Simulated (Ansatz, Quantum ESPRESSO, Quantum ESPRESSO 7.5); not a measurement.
# Complex bands of CaSe, rock salt type, lattice constant set to 5.96 Å

Aim: how fast states decay in the gap of CaSe, rock salt type, lattice constant set to 5.96 Å.

Method: plane-wave DFT, PBE, SG15 norm-conserving pseudopotentials (cross-check by Ansatz 0.2.0 with PAW datasets), in Quantum ESPRESSO 7.5.

The structure was built from a prototype and need not be the compound's stable phase.

## (1) Starting point

The structure is cubic, space group Fm-3m (No. 225). Conventional cell: a = 5.960 Å, b = 5.960 Å, c = 5.960 Å, α = 90.00°, β = 90.00°, γ = 90.00°. Ca has 6 Se at 2.98 Å nearest. Nearest to Se lie 6 Ca at 2.98 Å. Farther neighbours and most contacts between anions are not listed.

## (2) Self-consistent run

pwcond needs a cell whose third axis lies along the current and stands perpendicular to the other two.

scf.in reads:

```
&control
  prefix = 'scf'
  outdir = './out'
  pseudo_dir = './pseudo'
  calculation = 'scf'
  tprnfor = .true.
/
&system
  ibrav = 0
  nat = 4
  ntyp = 2
  ecutwfc = 60
  ecutrho = 240
  occupations = 'fixed'
  nbnd = 20
/
&electrons
  conv_thr = 1e-09
  mixing_beta = 0.6
  electron_maxstep = 120
/
ATOMIC_SPECIES
  Ca  40.0780  Ca_ONCV_PBE-1.2.upf
  Se  78.9710  Se_ONCV_PBE-1.2.upf
CELL_PARAMETERS angstrom
  4.21435641587182 0.00000000000000 0.00000000000000
  0.00000000000000 4.21435641587182 0.00000000000000
  0.00000000000000 0.00000000000000 5.96000000000000
ATOMIC_POSITIONS crystal
  Ca  0.000000000000 0.000000000000 0.000000000000
  Se  0.500000000000 0.500000000000 0.000000000000
  Ca  0.500000000000 0.500000000000 0.500000000000
  Se  0.000000000000 0.000000000000 0.500000000000
K_POINTS automatic
  6 6 6 0 0 0
```

The run is started by

```sh
> OMP_NUM_THREADS=1 mpirun -n 2 pw.x -nk 2 -in scf.in > scf.out
```

What it wrote:

```text
Program PWSCF v.7.5 starts
[citation notice left out]

     Parallel version (MPI & OpenMP), running on       2 processor cores
     Number of MPI processes:                 2
     Threads/MPI process:                     1

     MPI processes distributed on     1 nodes
[...]
Current dimensions of program PWSCF are:
     Max number of different atomic species (ntypx) = 10
     Max number of k-points (npk) =  40000
     Max angular momentum in pseudopotentials (lmaxx) =  4
     Found identity + ( -0.5000 -0.5000 -0.5000) symmetry
     This is a supercell, fractional translations are disabled
     Message from routine setup:
     using ibrav=0 with symmetry is DISCOURAGED, use correct ibrav instead

     K-points division:     npool     =       2
     Subspace diagonalization in iterative solution of the eigenvalue problem:
     a serial algorithm will be used

     G-vector sticks info
     --------------------
     sticks:   dense  smooth     PW     G-vecs:    dense   smooth      PW
     Sum        1201    1201    349                44823    44823    7067

     Using Slab Decomposition

     bravais-lattice index     =            0
     lattice parameter (alat)  =       7.9640  a.u.
     unit-cell volume          =     714.3407 (a.u.)^3
     number of atoms/cell      =            4
     number of atomic types    =            2
     number of electrons       =        32.00
     number of Kohn-Sham states=           20
     kinetic-energy cutoff     =      60.0000  Ry
     charge density cutoff     =     240.0000  Ry
     scf convergence threshold =      1.0E-09
     mixing beta               =       0.6000
     number of iterations used =            8  plain     mixing
     Exchange-correlation= PBE
                           (   1   4   3   4   0   0   0)

     celldm(1)=   7.963979  celldm(2)=   0.000000  celldm(3)=   0.000000
     celldm(4)=   0.000000  celldm(5)=   0.000000  celldm(6)=   0.000000

     crystal axes: (cart. coord. in units of alat)
               a(1) = (   1.000000   0.000000   0.000000 )
               a(2) = (   0.000000   1.000000   0.000000 )
               a(3) = (   0.000000   0.000000   1.414214 )

     reciprocal axes: (cart. coord. in units 2 pi/alat)
               b(1) = (  1.000000  0.000000  0.000000 )
               b(2) = (  0.000000  1.000000  0.000000 )
               b(3) = (  0.000000  0.000000  0.707107 )

     PseudoPot. # 1 for Ca read from file:
     ./pseudo/Ca_ONCV_PBE-1.2.upf
     Pseudo is Norm-conserving, Zval = 10.0
     Generated using ONCVPSP code by D. R. Hamann
     Using radial grid of  602 points,  6 beta functions with:
                l(1) =   0
                l(2) =   0
                l(3) =   1
                l(4) =   1
                l(5) =   2
                l(6) =   2

     PseudoPot. # 2 for Se read from file:
     ./pseudo/Se_ONCV_PBE-1.2.upf
     Pseudo is Norm-conserving, Zval =  6.0
     Generated using ONCVPSP code by D. R. Hamann
     Using radial grid of  602 points,  6 beta functions with:
                l(1) =   0
                l(2) =   0
                l(3) =   1
                l(4) =   1
                l(5) =   2
                l(6) =   2

     atomic species   valence    mass     pseudopotential
     Ca               10.00    40.07800     Ca( 1.00)
     Se                6.00    78.97100     Se( 1.00)

     16 Sym. Ops., with inversion, found

   Cartesian axes

     site n.     atom                  positions (alat units)
         1        Ca     tau(   1) = (   0.0000000   0.0000000   0.0000000  )
         2        Se     tau(   2) = (   0.5000000   0.5000000   0.0000000  )
         3        Ca     tau(   3) = (   0.5000000   0.5000000   0.7071068  )
         4        Se     tau(   4) = (   0.0000000   0.0000000   0.7071068  )

     number of k points=    40
                       cart. coord. in units 2pi/alat
        k(    1) = (   0.0000000   0.0000000   0.0000000), wk =   0.0092593
        k(    2) = (   0.0000000   0.0000000   0.1178511), wk =   0.0185185
        k(    3) = (   0.0000000   0.0000000   0.2357023), wk =   0.0185185
        k(    4) = (   0.0000000   0.0000000  -0.3535534), wk =   0.0092593
        k(    5) = (   0.0000000   0.1666667   0.0000000), wk =   0.0370370
        k(    6) = (   0.0000000   0.1666667   0.1178511), wk =   0.0740741
        k(    7) = (   0.0000000   0.1666667   0.2357023), wk =   0.0740741
        k(    8) = (   0.0000000   0.1666667  -0.3535534), wk =   0.0370370
        k(    9) = (   0.0000000   0.3333333   0.0000000), wk =   0.0370370
        k(   10) = (   0.0000000   0.3333333   0.1178511), wk =   0.0740741
[...]
k(   40) = (  -0.5000000  -0.5000000  -0.3535534), wk =   0.0092593

     Dense  grid:    44823 G-vectors     FFT dimensions: (  40,  40,  60)

     Estimated max dynamical RAM per process >      78.11 MB

     Estimated total dynamical RAM >     145.28 MB

     Initial potential from superposition of free atoms

     starting charge      31.5563, renormalised to      32.0000
     Starting wfcs are random

     total cpu time spent up to now is        5.3 secs

     per-process dynamical memory:    64.3 Mb

     Self-consistent Calculation

     iteration #  1     ecut=    60.00 Ry     beta= 0.60
     Davidson diagonalization with overlap
     ethr =  1.00E-02,  avg # of iterations =  9.0

     Threshold (ethr) on eigenvalues was too large:
     Diagonalizing with lowered threshold

     Davidson diagonalization with overlap
     ethr =  3.82E-04,  avg # of iterations =  5.2

     total cpu time spent up to now is       41.5 secs

     total energy              =    -185.87517766 Ry
     estimated scf accuracy    <       0.11279953 Ry

     iteration #  2     ecut=    60.00 Ry     beta= 0.60
[...]
total energy              =    -185.90661191 Ry
     estimated scf accuracy    <       0.01388388 Ry

     iteration #  3     ecut=    60.00 Ry     beta= 0.60
[...]
total energy              =    -185.91002332 Ry
     estimated scf accuracy    <       0.00106526 Ry

     iteration #  4     ecut=    60.00 Ry     beta= 0.60
[...]
c_bands:  1 eigenvalues not converged
     c_bands:  3 eigenvalues not converged
     c_bands:  1 eigenvalues not converged
[...]
total energy              =    -185.91041011 Ry
     estimated scf accuracy    <       0.00026856 Ry

     iteration #  5     ecut=    60.00 Ry     beta= 0.60
[...]
c_bands:  2 eigenvalues not converged
[...]
total energy              =    -185.91045782 Ry
     estimated scf accuracy    <       0.00000583 Ry

     iteration #  6     ecut=    60.00 Ry     beta= 0.60
[...]
total energy              =    -185.91046894 Ry
     estimated scf accuracy    <       0.00000850 Ry

     iteration #  7     ecut=    60.00 Ry     beta= 0.60
[...]
total energy              =    -185.91046734 Ry
     estimated scf accuracy    <       0.00000317 Ry

     iteration #  8     ecut=    60.00 Ry     beta= 0.60
[...]
total energy              =    -185.91046830 Ry
     estimated scf accuracy    <       0.00000003 Ry

     iteration #  9     ecut=    60.00 Ry     beta= 0.60
[...]
total energy              =    -185.91046831 Ry
     estimated scf accuracy    <       0.00000004 Ry

     iteration # 10     ecut=    60.00 Ry     beta= 0.60
[...]
End of self-consistent calculation

          k = 0.0000 0.0000 0.0000 (  5519 PWs)   bands (ev):

   -34.0774 -34.0696 -15.1338 -15.0898 -15.0898 -15.0602 -15.0602 -15.0602
    -5.9311  -5.3794   3.3301   4.8837   4.8837   5.7990   5.7991   5.7991
     7.8647   9.0063   9.4945   9.4946

          k = 0.0000 0.0000 0.1179 (  5576 PWs)   bands (ev):

   -34.0769 -34.0701 -15.1304 -15.0878 -15.0878 -15.0666 -15.0621 -15.0621
    -5.8796  -5.3984   3.3235   4.9173   4.9173   5.2763   5.6891   5.6891
     7.9460   9.3402   9.3706   9.7437

          k = 0.0000 0.0000 0.2357 (  5608 PWs)   bands (ev):

   -34.0754 -34.0715 -15.1199 -15.0832 -15.0824 -15.0824 -15.0675 -15.0675
    -5.7472  -5.4655   3.4025   4.4039   5.0222   5.0222   5.4469   5.4469
     8.1817   8.9683   9.7719  10.2051

          k = 0.0000 0.0000-0.3536 (  5652 PWs)   bands (ev):

   -34.0735 -34.0735 -15.1031 -15.1031 -15.0749 -15.0749 -15.0749 -15.0749
    -5.5900  -5.5900   3.7390   3.7390   5.2033   5.2033   5.2033   5.2033
     8.5432   8.5432  10.1702  10.1710

          k = 0.0000 0.1667 0.0000 (  5603 PWs)   bands (ev):

   -34.0764 -34.0696 -15.1280 -15.1017 -15.0860 -15.0763 -15.0642 -15.0603
    -5.8296  -5.3419   3.4474   4.2637   4.7942   4.9462   5.5102   5.5687
     8.4983   9.5650   9.5694   9.6388

          k = 0.0000 0.1667 0.1179 (  5620 PWs)   bands (ev):

   -34.0759 -34.0701 -15.1293 -15.0957 -15.0859 -15.0842 -15.0620 -15.0619
    -5.7813  -5.3557   3.3673   4.3713   4.6391   4.8200   5.4276   5.4276
     8.5686   9.3897   9.8386   9.8386

[...]
highest occupied, lowest unoccupied level (ev):     5.7991    7.8646

!    total energy              =    -185.91046832 Ry
     estimated scf accuracy    <          4.8E-10 Ry

     The total energy is the sum of the following terms:
     one-electron contribution =     -62.43666965 Ry
     hartree contribution      =      39.43295402 Ry
     xc contribution           =     -28.95935926 Ry
     ewald contribution        =    -133.94739344 Ry

     convergence has been achieved in  10 iterations

     Forces acting on atoms (cartesian axes, Ry/au):

     atom    1 type  1   force =     0.00000000    0.00000000    0.00000000
     atom    2 type  2   force =     0.00000000    0.00000000    0.00000000
     atom    3 type  1   force =     0.00000000    0.00000000    0.00000000
     atom    4 type  2   force =     0.00000000    0.00000000    0.00000000

     Total force =     0.000000     Total SCF correction =     0.000000

[...]
=------------------------------------------------------------------------------=
   JOB DONE.
=------------------------------------------------------------------------------=
```

The job ended after 2.6 min (2 MPI ranks of Arm Neoverse N1, shared host; peak memory 0.23 GiB).

This step gave:

* free energy: -2529.4408 eV
* valence top, on the run's zero: 5.799 eV
* conduction bottom, on the run's zero: 7.865 eV
* gap by band count: 2.066 eV

The run needed 10 iterations to bring the estimated error under 1e-09 Ry.

[end of part 1 of 4]

[Logs are printed without paths, hosts, clocks, repeated set-up lines and the standing remarks that a program may print on its own settings, such as how far it seeks lower states.]

[Hosts, paths, dates, database ids (printed as entryN), source tags and the programs' standing remarks are cut or masked in the printed files.]

[Maps of the electrostatic potential energy from Ansatz leave out the sawtooth potential of an applied field or a dipole correction, so their vacuum need not be flat; planar profiles and work functions include it.]
